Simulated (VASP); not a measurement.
# Mo (Im-3m) in VASP: notebook, part 2 of 2

VASP 6.6.1.

### 4 Single point, PBE

File INCAR:

```
ADDGRID = F
ALGO = Normal
EDIFF = 1E-7
ENCUT = 550
GGA = PE
ISIF = 2
ISMEAR = 1
LASPH = T
LCHARG = F
LREAL = F
LWAVE = F
NBANDS = 13
NELM = 100
PREC = Accurate
SIGMA = 0.1
```

File KPOINTS:

```
k-points
0
Gamma
  13 13 13
```

File POSCAR:

```
Mo
1.0
   -1.6018940000      1.6123050000      1.5868230000
    1.5840600000     -1.5829550000      1.5396390000
    1.5998790000      1.5809390000     -1.5574730000
Mo
1
Direct
   -0.0100820000     -0.0008690000      0.0196120000
```

Potentials or basis: VASP PAW PBE potentials, release 64 (Mo_sv).

Run with:

```console
cat potpaw_PBE.64/Mo_sv/POTCAR > POTCAR
mpirun -np 1 vasp_std > vasp.out
```

OUTCAR:

```text
EDIFF = 1E-7
   ENCUT = 550
   GGA = PE
   ISIF = 2
   ISMEAR = 1
   LASPH = T
   LREAL = F
   NELM = 100
   PREC = Accurate

 Found   1099 irreducible k-points:

 Following reciprocal coordinates:
            Coordinates               Weight
  0.000000  0.000000  0.000000      1.000000
  0.076923  0.000000  0.000000      2.000000
  0.153846  0.000000  0.000000      2.000000
  0.230769  0.000000  0.000000      2.000000
  0.307692  0.000000  0.000000      2.000000
  0.384615  0.000000  0.000000      2.000000
   k-points           NKPTS =   1099   k-points in BZ     NKDIM =   1099   number of bands    NBANDS=     13
   number of dos      NEDOS =    301   number of ions     NIONS =      1
   total plane-waves  NPLWV =  13824
   dimension x,y,z NGX =    24 NGY =   24 NGZ =   24
   dimension x,y,z NGXF=    48 NGYF=   48 NGZF=   48
   ions per type =               1
   NGX,Y,Z   is equivalent  to a cutoff of  14.39, 14.68, 14.58 a.u.
   NGXF,Y,Z  is equivalent  to a cutoff of  28.79, 29.36, 29.17 a.u.
 SYSTEM =  unknown system
   PREC   = accura    normal or accurate (medium, high low for compatibility)
   ISTART =      0    job   : 0-new  1-cont  2-samecut
   ICHARG =      2    charge: 1-file 2-atom 10-const
   ISPIN  =      1    spin polarized calculation?
   LNONCOLLINEAR =      F non collinear calculations
   LSORBIT =      F    spin-orbit coupling
   LASPH  =      T    aspherical Exc in radial PAW
[... 68 lines left out ...]
      8      11.1759      2.00000
      9      13.8173     -0.00000
     10      14.1118     -0.00000
     11      26.9265      0.00000
     12      27.0290      0.00000
     13      27.4761      0.00000
[... 66 lines left out ...]
  band No.  band energies     occupation
      1     -48.7486      2.00000
      2     -23.4101      2.00000
      3     -22.6074      2.00000
      4     -22.2510      2.00000
      5       7.2798      2.00000
      6       9.0952      2.00000
      7      12.4079      1.69916
      8      14.0704     -0.00000
      9      14.5871      0.00000
     10      15.7774      0.00000
     11      25.0165      0.00000
     12      25.2536      0.00000
     13      31.2144      0.00000

 [... further k-points ...]

------------------------ aborting loop because EDIFF is reached ----------------------------------------

  FORCE on cell =-STRESS in cart. coord.  units (eV):
  Direction    XX          YY          ZZ          XY          YZ          ZX
  --------------------------------------------------------------------------------------
  -------------------------------------------------------------------------------------
  Total       -0.2600657     -0.3134047      0.1909643      0.0043761     -0.1606007      0.1056120
  in kB      -26.2195411    -31.5971280     19.2528199      0.4411910    -16.1915944     10.6476915
  external PRESSURE =     -12.8546164 kB  Pullay stress =       0.0000000 kB

 VOLUME and BASIS-vectors are now :
 -----------------------------------------------------------------------------
  energy-cutoff  :      550.00
  volume of cell :       15.89
      direct lattice vectors                 reciprocal lattice vectors
    -1.601894000  1.612305000  1.586823000     0.001971750  0.310249238  0.316949110
     1.584060000 -1.582955000  1.539639000     0.315876418 -0.002757309  0.321678072
     1.599879000  1.580939000 -1.557473000     0.314268351  0.313370033 -0.001149142

 POSITION                                       TOTAL-FORCE (eV/Angst)
 -----------------------------------------------------------------------------------
      0.02832      0.04548      3.07858         0.000000      0.000000      0.000000
 -----------------------------------------------------------------------------------
    total drift:                                0.000001     -0.000003     -0.000001

  FREE ENERGIE OF THE ION-ELECTRON SYSTEM (eV)
  ---------------------------------------------------
  free  energy   TOTEN  =       -10.9310827041 eV

  energy  without entropy=      -10.9306154544  energy(sigma->0) =      -10.93092695
```

OSZICAR:

```text
N       E                     dE             d eps       ncg     rms          rms(c)
DAV:   1     0.934200959962E+02    0.93420E+02   -0.83334E+03 28755   0.115E+03
DAV:   2    -0.103997844953E+02   -0.10382E+03   -0.99895E+02 32799   0.319E+02
DAV:   3    -0.116093098517E+02   -0.12095E+01   -0.12064E+01 31974   0.339E+01
DAV:   4    -0.116121970435E+02   -0.28872E-02   -0.28871E-02 32164   0.200E+00
DAV:   5    -0.116122167078E+02   -0.19664E-04   -0.19665E-04 32499   0.146E-01    0.142E+01
DAV:   6    -0.110151764321E+02    0.59704E+00   -0.74399E-01 29289   0.106E+01    0.374E+00
DAV:   7    -0.109345196499E+02    0.80657E-01   -0.14940E-01 31624   0.450E+00    0.986E-01
DAV:   8    -0.109311008441E+02    0.34188E-02   -0.46604E-03 29449   0.874E-01    0.191E-01
DAV:   9    -0.109310727387E+02    0.28105E-04   -0.22527E-04 33249   0.189E-01    0.638E-02
DAV:  10    -0.109310825876E+02   -0.98488E-05   -0.20207E-05 30304   0.543E-02    0.309E-03
DAV:  11    -0.109310828915E+02   -0.30390E-06   -0.19945E-07 32498   0.543E-03    0.116E-03
DAV:  12    -0.109310827054E+02    0.18608E-06   -0.11748E-08 15987   0.137E-03    0.206E-04
DAV:  13    -0.109310827041E+02    0.13035E-08   -0.12352E-09 14862   0.487E-04
   1 F= -.10931083E+02 E0= -.10930927E+02  d E =-.467250E-03
```

stdout:

```text
POSCAR found type information on POSCAR Mo
 POSCAR found :  1 types and       1 ions
 scaLAPACK will be used
 LDA part: xc-table for (Slater+PW92), standard interpolation
 POSCAR, INCAR and KPOINTS ok, starting setup
 FFT: planning ... GRIDC
 FFT: planning ... GRID_SOFT
 FFT: planning ... GRID
 WAVECAR not read
 entering main loop
```

Run time: 95 s. Hardware: 1 thread of Intel Xeon 6975P-C (Granite Rapids), shared host; peak memory 0.33 GiB.

The run converged, but some of its settings lie outside the range that counts as converged, so its numbers aren't taken as properties of the crystal.

What came out:

```
Free energy            : -10.9311 eV
Pressure               : -1.3 GPa
Band gap on the k mesh : none (metal or under the smearing width)
```

### 5 Single point, PBE

INCAR is that of step 4.

File KPOINTS:

```
k-points
0
Gamma
  15 15 15
```

File POSCAR:

```
Mo
1.0
   -1.5838089719      1.5838089719      1.5838089719
    1.5838089719     -1.5838089719      1.5838089719
    1.5838089719      1.5838089719     -1.5838089719
Mo
1
Direct
    0.0000000000      0.0000000000      0.0000000000
```

Run with:

```console
cat potpaw_PBE.64/Mo_sv/POTCAR > POTCAR
mpirun -np 1 vasp_std > vasp.out
```

It took 8.8 s on 1 thread of Intel Xeon 6975P-C (Granite Rapids), shared host; peak memory 0.15 GiB.

These settings aren't checked as converged: the numbers below hold their error.

Results:

| Item | Value |
| --- | --- |
| Free energy | -10.9325 eV |
| Pressure | -1.0 GPa |
| Band gap on the k mesh | none (metal or under the smearing width) |

### 6 Single point, PBE

INCAR is that of step 5.

KPOINTS is that of step 5.

File POSCAR:

```
Mo
1.0
   -1.6018940000      1.6123050000      1.5868230000
    1.5840600000     -1.5829550000      1.5396390000
    1.5998790000      1.5809390000     -1.5574730000
Mo
1
Direct
   -0.0100820000     -0.0008690000      0.0196120000
```

Potentials or basis: VASP PAW PBE potentials, release 64 (Mo_sv).

Run with:

```console
cat potpaw_PBE.64/Mo_sv/POTCAR > POTCAR
mpirun -np 1 vasp_std > vasp.out
```

It took 2.1 min on 1 thread of Intel Xeon 6975P-C (Granite Rapids), shared host; peak memory 0.44 GiB.

The run converged, but some of its settings lie outside the range that counts as converged, so its numbers aren't taken as properties of the crystal.

What came out:

* Free energy: -10.9266 eV
* Pressure: -1.0 GPa
* Band gap on the k mesh: none (metal or under the smearing width)

### 7 The reference run

An earlier run on the cell as given: functional PBE; potentials or basis VASP PAW PBE potentials, release 64 (Mo_sv); cutoff 520 eV; k mesh 12 × 12 × 12; occupations fermi-dirac, width 0.05 eV; no spin polarisation.

- Pressure: -1.4 GPa
- Band gap on the k mesh: none (metal or under the smearing width)
